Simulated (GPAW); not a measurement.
# GaSb (F-43m) in GPAW: further runs, part 3 of 3

GPAW 26.7.0.

### 6 Equation of state, PBEsol+D3(BJ)

Input file run.py:

```python
from ase.calculators.mixing import SumCalculator
from ase.eos import EquationOfState
from ase.io import Trajectory, read
from ase.units import GPa
from dftd3.ase import DFTD3
from gpaw import GPAW, PW, setup_paths

setup_paths.insert(0, '.')

atoms = read('GaSb.cif')

traj = Trajectory('eos.traj', 'w')
volumes, energies = [], []
for x in [0.94, 0.96, 0.98, 1.0, 1.02, 1.04, 1.06]:
    a = atoms.copy()
    a.set_cell(atoms.cell * x**(1 / 3), scale_atoms=True)
    calc = GPAW(mode=PW(600),
                xc='PBEsol',
                kpts={'size': (6, 6, 6), 'gamma': True},
                occupations={'name': 'fermi-dirac', 'width': 0.05},
                nbands=18,
                convergence={'density': 1e-05, 'energy': 1e-05},
                maxiter=150,
                txt=f'eos-{x:.2f}.txt')
    a.calc = SumCalculator([calc, DFTD3(method='pbesol', damping='d3bj')])
    energies.append(a.get_potential_energy())
    volumes.append(a.get_volume())
    p = -a.get_stress()[:3].mean() / GPa
    calc.write(f'eos-{x:.2f}.gpw')
    traj.write(a)
    print(f'{x:.2f} {volumes[-1]:10.4f} A^3 {energies[-1]:14.6f} eV {p:9.3f} GPa', flush=True)

v0, e0, B = EquationOfState(volumes, energies, eos='birchmurnaghan').fit()
print(f'V0 = {v0:.4f} A^3, E0 = {e0:.6f} eV, B0 = {B / GPa:.2f} GPa')
```

Input file GaSb.cif:

```cif
data_GaSb
_cell_length_a 4.32607929
_cell_length_b 4.32607929
_cell_length_c 4.32607929
_cell_angle_alpha 60.00000000
_cell_angle_beta 60.00000000
_cell_angle_gamma 60.00000000
_space_group_name_H-M_alt 'P1'
_space_group_name_Hall 'P 1'
_space_group_IT_number 1
loop_
_space_group_symop_operation_xyz
'x,y,z'
loop_
_atom_site_label
_atom_site_type_symbol
_atom_site_symmetry_multiplicity
_atom_site_Wyckoff_symbol
_atom_site_fract_x
_atom_site_fract_y
_atom_site_fract_z
_atom_site_occupancy
Sb1 Sb 1 a 0.7500000000 0.7500000000 0.7500000000 1
Ga1 Ga 1 a 0.0000000000 0.0000000000 0.0000000000 1
```

Potentials or basis: PAW data sets generated in the run's folder for this functional, pw.

Command:

```
$ gpaw-setup -f PBEsol Ga Sb
$ OMP_NUM_THREADS=1 python run.py
```

The program printed:

```text
__  _  _
 | _ |_)|_||  |
 |__||  | ||/\| - 26.7.0

Input parameters:
  mode=PW(ecut=600.0),
  convergence={'density': 1e-05, 'energy': 1e-05},
  kpts=MonkhorstPack(size=(6, 6, 6), gamma=True),
  maxiter=150,
  nbands=18,
  occupations=Occupations(name='fermi-dirac', width=0.05),
  xc=XC(name='PBEsol')

Diagonalizing LCAO Hamiltonian
Converting LCAO to pw mode

                          Sb

       Ga

Atoms  # Å, Bohr magnetons
|   | symbol |        x |        y |        z |    initial magnetic moments |
|---|--------|----------|----------|----------|-----------------------------|
| 0 |     Sb | 6.401417 | 3.695860 | 2.613368 | ( 0.0000,  0.0000,  0.0000) |
| 1 |     Ga | 0.000000 | 0.000000 | 0.000000 | ( 0.0000,  0.0000,  0.0000) |

Unit cell  # Å
| periodic |        x |        y |        z |  lengths |    angles |
|----------|----------|----------|----------|----------|-----------|
|      yes | 4.267612 | 0.000000 | 0.000000 | 4.267612 | 60.000000 |
|      yes | 2.133806 | 3.695860 | 0.000000 | 4.267612 | 60.000000 |
|      yes | 2.133806 | 1.231953 | 3.484490 | 4.267612 | 60.000000 |

Number of symmetries: 24
Symmetry operations  # r_c * U_cc + t_c -> r_c
|    | kind |            matrix            |
|----|------|------------------------------|
|  0 |  E   |  1, 0, 0,  0, 1, 0,  0, 0, 1 |
|  1 |  σ   |  1, 0, 0,  0, 0, 1,  0, 1, 0 |
|  2 |  σ   |  1, 0,-1,  0, 1,-1,  0, 0,-1 |
|  3 |  C3  |  1, 0,-1,  0, 0,-1,  0, 1,-1 |
|  4 |  C3  |  1,-1, 0,  0,-1, 1,  0,-1, 0 |
|  5 |  σ   |  1,-1, 0,  0,-1, 0,  0,-1, 1 |
|  6 |  σ   |  0, 1, 0,  1, 0, 0,  0, 0, 1 |
|  7 |  C3  |  0, 1, 0,  0, 0, 1,  1, 0, 0 |
|  8 |  C2  |  0, 1,-1,  1, 0,-1,  0, 0,-1 |
|  9 |  S4  |  0, 1,-1,  0, 0,-1,  1, 0,-1 |
| 10 |  C3  |  0, 0, 1,  1, 0, 0,  0, 1, 0 |
| 11 |  σ   |  0, 0, 1,  0, 1, 0,  1, 0, 0 |
| 12 |  S4  |  0, 0,-1,  1, 0,-1,  0, 1,-1 |
| 13 |  C3  |  0, 0,-1,  0, 1,-1,  1, 0,-1 |
| 14 |  S4  |  0,-1, 1,  1,-1, 0,  0,-1, 0 |
| 15 |  C2  |  0,-1, 1,  0,-1, 0,  1,-1, 0 |
| 16 |  C3  |  0,-1, 0,  1,-1, 0,  0,-1, 1 |
| 17 |  S4  |  0,-1, 0,  0,-1, 1,  1,-1, 0 |
| 18 |  S4  | -1, 1, 0, -1, 0, 1, -1, 0, 0 |
| 19 |  C3  | -1, 1, 0, -1, 0, 0, -1, 0, 1 |
| 20 |  C3  | -1, 0, 1, -1, 1, 0, -1, 0, 0 |
| 21 |  S4  | -1, 0, 1, -1, 0, 0, -1, 1, 0 |
| 22 |  σ   | -1, 0, 0, -1, 1, 0, -1, 0, 1 |
| 23 |  C2  | -1, 0, 0, -1, 0, 1, -1, 1, 0 |

BZ-sampling:
  Number of BZ points: 216
  Number of IBZ points: 16

  Monkhorst-Pack size: [6, 6, 6]
  Monkhorst-Pack shift: [0.08333333333333333, 0.08333333333333333, 0.08333333333333333]

K-points  # in reciprocal-cell coordinates
|     |                                coordinates |     weight |
|-----|--------------------------------------------|------------|
|   0 | (  0.00000000,   0.00000000,   0.00000000) | 0.00462963 |
|   1 | (  0.16666667,   0.16666667,   0.00000000) | 0.02777778 |
|   2 | (  0.16666667,   0.16666667,   0.16666667) | 0.03703704 |
|   3 | (  0.33333333,   0.16666667,   0.16666667) | 0.05555556 |
|   4 | (  0.33333333,   0.33333333,  -0.33333333) | 0.05555556 |
|   5 | (  0.33333333,   0.33333333,   0.00000000) | 0.02777778 |
|   6 | (  0.33333333,   0.33333333,   0.16666667) | 0.11111111 |
|   7 | (  0.33333333,   0.33333333,   0.33333333) | 0.03703704 |
|   8 | (  0.50000000,   0.33333333,  -0.33333333) | 0.11111111 |
|   9 | (  0.50000000,   0.33333333,  -0.16666667) | 0.05555556 |
| ... |                                            |            |
|  15 | (  0.50000000,   0.50000000,   0.50000000) | 0.01851852 |

Plane wave coefficients: 1853
Cutoff: 600.0 eV

Spin-components: 1 (collinear spins)
Bands:           18
Projectors:      11
Spin-degeneracy: 2
Datatype:        complex128

Parallelization:
  kpt:    1
  domain: 1
  band:   1

Density:
  Valence electrons: 18.0
  Components: 1
  Grid points: [25 25 25]
  Charge: 0.0  # |e|

Potential:
  Grid points: [25 25 25]

species:
  Sb:
    name:    Antimony
    Z:       51.0
    valence: 15
    core:    36
    charge:  0.0  # [|e|]
    compensation charges:
      type: gauss
      rc: 0.36  # [Å]
      lmax: 2
    cutoffs:
      filter: 2.23  # [Å]
      core: 2.23  # [Å]
    projectors
    | kind |    occ | energy [eV] | rcut [Å] |
    |------|--------|-------------|----------|
    |   5s |  2.000 |     -12.861 |    1.154 |
    |   5p |  3.000 |      -4.846 |    1.233 |
    |   4d | 10.000 |     -33.456 |    1.196 |
    |    s |        |      14.351 |    1.154 |
    |    p |        |      22.365 |    1.233 |
    |    d |        |      -6.245 |    1.196 |

    Using partial waves for Sb as LCAO basis

  Ga:
    name:    Gallium
    Z:       31.0
    valence: 3
    core:    28
    charge:  0.0  # [|e|]
    compensation charges:
      type: gauss
      rc: 0.37  # [Å]
      lmax: 2
    cutoffs:
      filter: 2.06  # [Å]
      core: 4.17  # [Å]
    projectors
    | kind |    occ | energy [eV] | rcut [Å] |
    |------|--------|-------------|----------|
    |   4s |  2.000 |      -8.959 |    1.164 |
    |   4p |  1.000 |      -2.572 |    1.164 |
    |    s |        |      18.252 |    1.164 |
    |    p |        |      24.640 |    1.164 |
    |    d |        |       0.000 |    1.164 |

    Using partial waves for Ga as LCAO basis

Reference energy: -229049.218856  # eV

eigensolver:
  PPCG
  Converge bands: occupied
  niter=2

density mixing:
  MSR1-Mixer
  Pratt-step length: 0.05
  Maximum mixing coefficient: 0.75
  Old densities: 10
  SVD Regularization: 0.005
  Good broyden scale: 1.0
  Trust region scale: 1.0
  Backstep threshold: 4.0
  History deletion threshold: 6.0
  Fourier metric: weight=20.0, sigma=0.015

occupation numbers:
  Fermi-Dirac:
    width: 0.0500  # eV

poisson solver:
  ecut: 4800.0  # eV

xc functional:
  name: PBEsol with 2 nearest neighbor stencil

convergence criteria:
- Maximum integral of absolute [dens]ity change: 1e-05 electrons / valence electron
- Maximum [total energy] change in last 3 cyles: 1e-05 eV / valence electron
- Maximum integral of absolute [eigenst]ate change: 4e-08 eV^2 / valence electron
maximum number of iterations: 150

SCF iterations
|iter     | |      energy | eigst |  dens |
|---------|-|-------------|-------|-------|
|iter:   1| |   -8.441241 | +0.23 |       |
|iter:   2| |   -8.441634 | -1.99 | -1.28 |
|iter:   3| |   -8.401234 | -2.50 | -1.31 |
|iter:   4| |   -8.401189 | -3.23 | -1.87 |
|iter:   5| |   -8.401528 | -4.30 | -2.63 |
|iter:   6| |   -8.401611 | -5.13 | -3.06 |
|iter:   7| |   -8.401612c| -6.66 | -4.12 |
|iter:   8| |   -8.401612c| -7.61c| -4.62 |
|iter:   9| |   -8.401612c| -8.46c| -5.30c|

Converged in 9 steps
Energy contributions relative to reference atoms: (reference = -229049.218856)

Energy contributions:
  Kinetic:          14.526188
  Coulomb:         -12.518383
  Zero:              0.175200
  External:          0.000000
  Xc:              -10.584472
  Entropy:          -0.000289
  Spinorbit:         0.000000
  ----------------------------
  Free energy:      -8.401756
  Extrapolated:     -8.401612

dipole moment: (-15.219102, -8.786752, -6.213172)  # |e|*Ang

Fermi level: 5.358
Eigenvalues  # (at kpt = [0.000, 0.000, 0.000])
| band index |      eig [eV] | occ [0-2] |
|------------|---------------|-----------|
|          0 |       -23.575 |     2.000 |
|          1 |       -23.575 |     2.000 |
|          2 |       -23.575 |     2.000 |
|          3 |       -23.555 |     2.000 |
|          4 |       -23.555 |     2.000 |
|          5 |        -6.590 |     2.000 |
[... 10 lines left out ...]
|         16 |        14.649 |     0.000 |
|         17 |        14.649 |     0.000 |

Gap: 0.334 eV
Transition (v -> c):
  (s=0, k=0, n=8, [0.00, 0.00, 0.00]) -> (s=0, k=0, n=9, [0.00, 0.00, 0.00])
No difference between direct/indirect transitions

Stress tensor  # eV/Ang^3
|         x |         y |         z |
|-----------|-----------|-----------|
| -0.013581 |  0.000000 |  0.000000 |
|  0.000000 | -0.013581 |  0.000000 |
| -0.000000 |  0.000000 | -0.013581 |

# Writing to eos-0.96.gpw (mode='')
```

It took 26 s on 1 thread of AMD EPYC 9R45 (Zen 5), shared host; peak memory 0.28 GiB.

What came out:

- Equilibrium volume: 27.61 Å³/atom
- Bulk modulus: 56 GPa
- Pressure derivative of the bulk modulus: 4.6 (rough: it moves with the points fitted)

Energy against volume, from the lowest point:
| volume (Å³/atom) | energy (meV/atom) |
| --- | --- |
| 26.907 | 3.25 |
| 27.480 | 0.00 |
| 28.052 | 1.12 |
| 28.625 | 6.00 |
| 29.197 | 14.13 |
| 29.770 | 25.28 |
| 30.342 | 39.21 |

The run has no spin-orbit coupling, so splittings on Sb are missing.

### 7 The runs side by side

| task | level | potentials or basis | eigensolver | band path | band points | V0 of scaled cells (Å³/atom) | B0 (GPa) |
| --- | --- | --- | --- | --- | --- | --- | --- |
| equation of state | BLYP+D3(BJ) | PAW data sets generated in the run's folder for this functional, pw | davidson | - | - | 28.79 | 49 |
| equation of state | RPBE | the program's PAW data sets (release 1.2.1) made for this functional, pw | - | - | - | - | - |
| band structure | PBE | PAW data sets generated in the run's folder for this functional, pw | - | GXWKGLUWLK,UX | 80 | - | - |
| equation of state | PBEsol+D3(BJ) | PAW data sets generated in the run's folder for this functional, pw | - | - | - | 27.61 | 56 |

Alike in all rows: no spin polarisation; cell as given; k mesh 6 × 6 × 6; cutoff (eV) 600; smearing fermi-dirac 0.05 eV.

Caveats: the minimum lies outside the volumes run (some runs); spin-orbit coupling is left out, which moves the levels of the heavy elements (some runs).

Total energies depend on the potentials used, so only differences within one code and one set of settings carry meaning.

### 8 Comparison with measurements

Step 4. Against the measured gap of GaSb, 0.811 eV (direct; 4.2 K; a printed reference work, data compilation), the calculated 0.09 eV is off by -0.72 eV. Spin-orbit coupling on Ga, Sb is left out. The value is that of PBE, without temperature or zero-point motion. Semilocal functionals fall short of measured gaps as a rule.
